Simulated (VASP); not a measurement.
# Ho (P6_3/mmc) in VASP: notebook

One crystal, Ho, is run at these levels: PBE; tasks: single point.

Program: VASP 6.6.1. These are calculated values, not measurements. Logs are shortened: lines on timing, memory, paths and dates and some standing lists are left out, and cuts for length are marked.

### Step 1. Starting point

Symmetry: P6_3/mmc, No. 194, hexagonal system. Conventional cell: a = 3.577 Å, b = 3.577 Å, c = 5.616 Å, α = 90.00°, β = 90.00°, γ = 120.00°. Around Ho (site symmetry -6m2) lie 12 Ho at 3.49 to 3.58 Å.

### Step 2. Single point, PBE, collinear spin, ferromagnetic start

File INCAR:

```
ADDGRID = False ; ALGO = Normal
EDIFF = 1E-6 ; ENCUT = 650
GGA = PE ; ISIF = 2
ISMEAR = 1 ; ISPIN = 2
LASPH = True ; LCHARG = False
LMAXMIX = 6 ; LORBIT = 11
LREAL = False ; LWAVE = False
MAGMOM = 4 4 ; NELM = 100
PREC = Accurate ; SIGMA = 0.1
```

File KPOINTS:

```
k-points
0
Gamma
  6 6 4
```

File POSCAR:

```
Ho
1.0
    3.5773000000      0.0000000000      0.0000000000
   -1.7886500000      3.0980326770      0.0000000000
    0.0000000000      0.0000000000      5.6158000000
Ho
2
Direct
    0.6666666667      0.3333333333      0.7500000000
    0.3333333333      0.6666666667      0.2500000000
```

Potentials or basis: VASP PAW PBE potentials, release 64 (Ho).

Launch:

```console
$ cat potpaw_PBE.64/Ho/POTCAR > POTCAR
$ mpirun -np 1 vasp_std > vasp.out
```

OUTCAR:

```text
EDIFF = 1E-6
   ENCUT = 650
   GGA = PE
   ISIF = 2
   ISMEAR = 1
   ISPIN = 2
   LASPH = True
   LORBIT = 11
   LREAL = False
   NELM = 100
   PREC = Accurate

 Found     21 irreducible k-points:

 Following reciprocal coordinates:
            Coordinates               Weight
  0.000000  0.000000  0.000000      1.000000
  0.166667  0.000000  0.000000      6.000000
  0.333333  0.000000  0.000000      6.000000
  0.500000  0.000000  0.000000      3.000000
  0.166667  0.166667  0.000000      6.000000
  0.333333  0.166667  0.000000     12.000000
   k-points           NKPTS =     21   k-points in BZ     NKDIM =     21   number of bands    NBANDS=     29
   number of dos      NEDOS =    301   number of ions     NIONS =      2
   total plane-waves  NPLWV =  43200
   dimension x,y,z NGX =    30 NGY =   30 NGZ =   48
   dimension x,y,z NGXF=    60 NGYF=   60 NGZF=   96
   ions per type =               2
   NGX,Y,Z   is equivalent  to a cutoff of  13.94, 13.94, 14.21 a.u.
   NGXF,Y,Z  is equivalent  to a cutoff of  27.88, 27.88, 28.42 a.u.
 SYSTEM =  unknown system
   PREC   = accura    normal or accurate (medium, high low for compatibility)
   ISTART =      0    job   : 0-new  1-cont  2-samecut
   ICHARG =      2    charge: 1-file 2-atom 10-const
   ISPIN  =      2    spin polarized calculation?
   LNONCOLLINEAR =      F non collinear calculations
   LSORBIT =      F    spin-orbit coupling
   LASPH  =      T    aspherical Exc in radial PAW
   ENCUT  =  650.0 eV  47.77 Ry    6.91 a.u.   7.44  7.44 11.67*2*pi/ulx,y,z
   NELM   =    100;   NELMIN=  2; NELMDL= -5     # of ELM steps
   EDIFF  = 0.1E-05   stopping-criterion for ELM
   LREAL  =      F    real-space projection
   EDIFFG = 0.1E-04   stopping-criterion for IOM
   NSW    =      0    number of steps for IOM
   IBRION =     -1    ionic relax: 0-MD 1-quasi-New 2-CG
   NFREE  =      0    steps in history (QN), initial steepest desc. (CG)
   ISIF   =      2    stress and relaxation
   ISYM   =      2    0-nonsym 1-usesym 2-fastsym
   POTIM  = 0.5000    time-step for ionic-motion
   TEBEG  =    0.0;   TEEND  =   0.0 temperature during run
   PSTRESS=    0.0 pullay stress
   NELECT =      42.0000    total number of electrons
   NUPDOWN=      -1.0000    fix difference up-down
   EMIN   =  10.00;   EMAX   =-10.00  energy-range for DOS
   EFERMI =   0.00;   METHOD = LEGACY
   ISMEAR =     1;   SIGMA  =   0.10  broadening in eV -4-tet -1-fermi 0-gaus
   EFERMI_NEDOS =   21; number of points for ismear=-14 and -15
   IALGO  =     38    algorithm
   IMIX   =      4    mixing-type and parameters
     AMIX     =   0.40;   BMIX     =  1.00
     AMIX_MAG =   1.60;   BMIX_MAG =  1.00
  volume/ion in A,a.u.               =      31.12       210.00
  Fermi-wavevector in a.u.,A,eV,Ry     =   1.435953  2.713558 28.054688  2.061961
  Thomas-Fermi vector in A             =   2.555195
   LORBIT       =     11    0 simple, 1 ext, 2 COOP (PROOUT), +10 PAW based schemes
   GGA     = PE    functional components
   LHFCALC =     F    Hartree Fock is set to
   AEXX    =    0.0000 exact exchange contribution
   IVDW    =     0    specifies the selected vdW correction
   LEPSILON=     F    determine dielectric tensor
   LRPA    =     F    only Hartree local field effects (RPA)
 spin polarized calculation
 Methfessel and Paxton  Order N= 1 SIGMA  =   0.10
  energy-cutoff  :      650.00
  volume of cell :       62.24
 maximum number of plane-waves:      2388
 NGX is ok and might be reduce to    30
   NGX = 15   NGY = 15   NGZ = 23

 number of electron      42.0000014 magnetization       7.4006837

 Free energy of the ion-electron system (eV)
  ---------------------------------------------------
  ext. energy  EPLUGINS =         0.00000000
  ---------------------------------------------------
  free energy    TOTEN  =       -12.95176613 eV

  energy without entropy =      -12.94156553  energy(sigma->0) =      -12.94836593

 E-fermi :   2.5292     XC(G=0): -10.1458

 val. band max:        2.5290522151   @ k =   0.5000   0.0000   0.5000
 cond. band min:       2.5391978498   @ k =   0.3333   0.1667   0.5000
 fundamental gap:      0.0101456347
 Fermi energy:         2.5292122237

 spin component 1

 k-point     1 :       0.0000    0.0000    0.0000
  band No.  band energies     occupation
      1     -45.5749      1.00000
      2     -45.5137      1.00000
      3     -21.0731      1.00000
      4     -20.3440      1.00000
      5     -20.2966      1.00000
      6     -20.2966      1.00000
[... 21 lines left out ...]
     28       5.1136      0.00000
     29       5.5658      0.00000

 k-point     2 :       0.1667    0.0000    0.0000
  band No.  band energies     occupation
      1     -45.5642      1.00000
      2     -45.5102      1.00000
      3     -21.0154      1.00000
      4     -20.4140      1.00000
      5     -20.3725      1.00000
      6     -20.3356      1.00000
[... 21 lines left out ...]
     28       5.3886      0.00000
     29       5.4804      0.00000

 k-point     3 :       0.3333    0.0000    0.0000
  band No.  band energies     occupation
      1     -45.5405      1.00000
      2     -45.5052      1.00000
      3     -20.8738      1.00000
      4     -20.6490      1.00000
      5     -20.5326      1.00000
      6     -20.4552      1.00000
[... 21 lines left out ...]
     28       4.6511      0.00000
     29       4.7546      0.00000

 k-point     4 :       0.5000    0.0000    0.0000
  band No.  band energies     occupation
      1     -45.5257      1.00000
      2     -45.5056      1.00000
      3     -20.7677      1.00000
      4     -20.7656      1.00000
      5     -20.6379      1.00000
      6     -20.5318      1.00000
[... 21 lines left out ...]
     28       4.4531     -0.00000
     29       5.1486      0.00000

 k-point     5 :       0.1667    0.1667    0.0000
  band No.  band energies     occupation
      1     -45.5468      1.00000
      2     -45.5061      1.00000
      3     -20.9145      1.00000
      4     -20.5361      1.00000
      5     -20.5245      1.00000
      6     -20.4293      1.00000
[... 21 lines left out ...]
     28       4.4938     -0.00000
     29       5.1585      0.00000

 k-point     6 :       0.3333    0.1667    0.0000
  band No.  band energies     occupation
      1     -45.5258      1.00000
      2     -45.5055      1.00000
      3     -20.7696      1.00000
      4     -20.7050      1.00000
      5     -20.6016      1.00000
      6     -20.5297      1.00000
[... 21 lines left out ...]
     28       4.4715     -0.00000
     29       4.9939      0.00000

 [... further k-points ...]

 spin component 2

 k-point     1 :       0.0000    0.0000    0.0000
  band No.  band energies     occupation
      1     -43.9805      1.00000
      2     -43.9117      1.00000
      3     -19.9274      1.00000
      4     -19.1577      1.00000
      5     -19.1577      1.00000
      6     -19.1199      1.00000
[... 21 lines left out ...]
     28       5.6467      0.00000
     29       6.0623      0.00000

 k-point     2 :       0.1667    0.0000    0.0000
  band No.  band energies     occupation
      1     -43.9683      1.00000
      2     -43.9077      1.00000
      3     -19.8632      1.00000
      4     -19.2887      1.00000
      5     -19.2009      1.00000
      6     -19.1728      1.00000
[... 21 lines left out ...]
     28       5.8743      0.00000
     29       5.9855      0.00000

 k-point     3 :       0.3333    0.0000    0.0000
  band No.  band energies     occupation
      1     -43.9415      1.00000
      2     -43.9019      1.00000
      3     -19.7056      1.00000
      4     -19.5507      1.00000
      5     -19.4218      1.00000
      6     -19.2806      1.00000
[... 21 lines left out ...]
     28       5.1268      0.00000
     29       5.1993      0.00000

 k-point     4 :       0.5000    0.0000    0.0000
  band No.  band energies     occupation
      1     -43.9249      1.00000
      2     -43.9023      1.00000
      3     -19.6802      1.00000
      4     -19.5872      1.00000
      5     -19.5376      1.00000
      6     -19.3266      1.00000
[... 21 lines left out ...]
     28       4.8763      0.00000
     29       5.5891      0.00000

 k-point     5 :       0.1667    0.1667    0.0000
  band No.  band energies     occupation
      1     -43.9487      1.00000
      2     -43.9029      1.00000
      3     -19.7509      1.00000
      4     -19.4240      1.00000
      5     -19.4137      1.00000
      6     -19.2347      1.00000
[... 21 lines left out ...]
     28       4.9556      0.00000
     29       5.6372      0.00000

 k-point     6 :       0.3333    0.1667    0.0000
  band No.  band energies     occupation
      1     -43.9250      1.00000
      2     -43.9022      1.00000
      3     -19.6129      1.00000
      4     -19.5896      1.00000
      5     -19.4972      1.00000
      6     -19.3593      1.00000
[... 21 lines left out ...]
     28       4.9378      0.00000
     29       5.4497      0.00000

 [... further k-points ...]

------------------------ aborting loop because EDIFF is reached ----------------------------------------

  FORCE on cell =-STRESS in cart. coord.  units (eV):
  Direction    XX          YY          ZZ          XY          YZ          ZX
  --------------------------------------------------------------------------------------
  -------------------------------------------------------------------------------------
  Total        0.7594070      0.7594070      1.4178379      0.0000000     -0.0000000      0.0000000
  in kB       19.5493436     19.5493436     36.4992687      0.0000000     -0.0000000      0.0000000
  external PRESSURE =      25.1993187 kB  Pullay stress =       0.0000000 kB

 VOLUME and BASIS-vectors are now :
 -----------------------------------------------------------------------------
  energy-cutoff  :      650.00
  volume of cell :       62.24
      direct lattice vectors                 reciprocal lattice vectors
     3.577300000  0.000000000  0.000000000     0.279540436  0.161392746  0.000000000
    -1.788650000  3.098032677  0.000000000     0.000000000  0.322785491  0.000000000
     0.000000000  0.000000000  5.615800000     0.000000000  0.000000000  0.178069020

 POSITION                                       TOTAL-FORCE (eV/Angst)
 -----------------------------------------------------------------------------------
      1.78865      1.03268      4.21185        -0.000000      0.000000      0.000000
     -0.00000      2.06536      1.40395         0.000000     -0.000000      0.000000
 -----------------------------------------------------------------------------------
    total drift:                               -0.000000      0.000000     -0.000000

  FREE ENERGIE OF THE ION-ELECTRON SYSTEM (eV)
  ---------------------------------------------------
  free  energy   TOTEN  =       -12.9517661310 eV

  energy  without entropy=      -12.9415655338  energy(sigma->0) =      -12.94836593

 total charge

# of ion       s       p       d       f       tot
--------------------------------------------------
    1        2.125   5.706   0.426  10.314  18.570
    2        2.125   5.706   0.426  10.314  18.570
--------------------------------------------------
tot          4.250  11.411   0.852  20.627  37.141

 magnetization (x)

# of ion       s       p       d       f       tot
--------------------------------------------------
    1        0.005  -0.018   0.071   3.465   3.523
    2        0.005  -0.018   0.071   3.465   3.523
--------------------------------------------------
tot          0.010  -0.037   0.141   6.931   7.045
```

Wall time 3.3 min (1 thread of Intel Xeon 6975P-C (Granite Rapids), shared host); peak memory 0.29 GiB.

The run converged, but some of its settings lie outside the range that counts as converged, so its numbers aren't taken as properties of the crystal.

What came out:

* Free energy: -12.9518 eV
* Pressure: 2.5 GPa
* Band gap on the k mesh: none (metal or under the smearing width)
* Net moment: 7.40 μB per cell
* Site moments: Ho +3.52 μB
* Valence electrons inside the program's atomic spheres: Ho 18.57

Caveat: the magnetic or orbital state may not be the lowest; spin-orbit coupling is left out, which moves the levels of the heavy elements.

### Step 3. Single point, PBE, collinear spin, ferromagnetic start

INCAR, as its differences from that of step 2:

```diff
@@ -1,3 +1,3 @@
 ADDGRID = False ; ALGO = Normal
-EDIFF = 1E-6 ; ENCUT = 650
+EDIFF = 1E-6 ; ENCUT = 460
 GGA = PE ; ISIF = 2
```

File KPOINTS:

```
k-points
0
Gamma
  8 8 4
```

POSCAR is that of step 2.

Potentials or basis: VASP PAW PBE potentials, release 64 (Ho).

Launch:

```console
$ cat potpaw_PBE.64/Ho/POTCAR > POTCAR
$ mpirun -np 1 vasp_std > vasp.out
```

It took 2.3 min on 1 thread of Intel Xeon 6975P-C (Granite Rapids), shared host; peak memory 0.25 GiB.

The run converged, but some of its settings lie outside the range that counts as converged, so its numbers aren't taken as properties of the crystal.

What came out:

```yaml
Free_energy: -12.9376 eV
Pressure: 2.2 GPa
Band_gap_on_the_k_mesh: none (metal or under the smearing width)
Net_moment: 7.33 μB per cell
Site_moments: Ho +3.51 μB
Valence_electrons_inside_the_program's_atomic_spheres: Ho 18.57
```

Caveat: the magnetic or orbital state may not be the lowest; spin-orbit coupling is left out, which moves the levels of the heavy elements.

### Step 4. Single point, PBE, collinear spin, ferromagnetic start

INCAR, as its differences from that of step 3:

```diff
@@ -1,3 +1,3 @@
 ADDGRID = False ; ALGO = Normal
-EDIFF = 1E-6 ; ENCUT = 460
+EDIFF = 1E-6 ; ENCUT = 520
 GGA = PE ; ISIF = 2
```

KPOINTS is that of step 3.

POSCAR is that of step 3.

Launch:

```console
$ cat potpaw_PBE.64/Ho/POTCAR > POTCAR
$ mpirun -np 1 vasp_std > vasp.out
```

Wall time 3 min (1 thread of Intel Xeon 6975P-C (Granite Rapids), shared host); peak memory 0.26 GiB.

The run converged, but some of its settings lie outside the range that counts as converged, so its numbers aren't taken as properties of the crystal.

Results:

- Free energy: -12.9473 eV
- Pressure: 2.3 GPa
- Band gap on the k mesh: none (metal or under the smearing width)
- Net moment: 7.34 μB per cell
- Site moments: Ho +3.51 μB
- Valence electrons inside the program's atomic spheres: Ho 18.57

Caveat: the magnetic or orbital state may not be the lowest; spin-orbit coupling is left out, which moves the levels of the heavy elements.
